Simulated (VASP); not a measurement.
Runs of VASP 6.6.1 on GaN. The structure is hexagonal, space group P6_3mc (No. 186). The conventional cell has a = 3.180 Å, b = 3.180 Å, c = 5.166 Å, α = 90.00°, β = 90.00°, γ = 120.00°. Ga (site symmetry 3m) has 4 N at 1.94 to 1.95 Å as nearest neighbours. N (site symmetry 3m) is surrounded by 4 Ga at 1.94 to 1.95 Å. 

```csv
task,level,cell,cutoff (eV),smearing,gap on the mesh (eV),pressure (GPa),largest force (eV/Å)
single point,PBE,as given,520,gaussian 0.019 eV,1.97,7.3,0.13
single point,PBE,as given,520,gaussian 0.015 eV,1.97,7.5,0.13
band structure,TPSS,as given,520,fermi-dirac 0.05 eV,(b),5.1,0.15
single point,PBE,as given,520,gaussian 0.012 eV,1.97,7.3,0.13
relaxation of cell and atoms,TPSS,relaxed,600,fermi-dirac 0.05 eV,(a),0.0,0.01
```

Alike in all rows: potentials or basis VASP PAW PBE potentials, release 64 (Ga_d, N); no spin polarisation; k mesh 10 × 10 × 5.

Question: Fill in the values left out.

Answer: (a) 1.75; (b) 1.91.

Caveats: the PAW data sets were made with another functional, which shifts forces and pressure a little (some runs).

A k mesh can miss the band edges, and the runs leave out spin-orbit coupling on Ga.
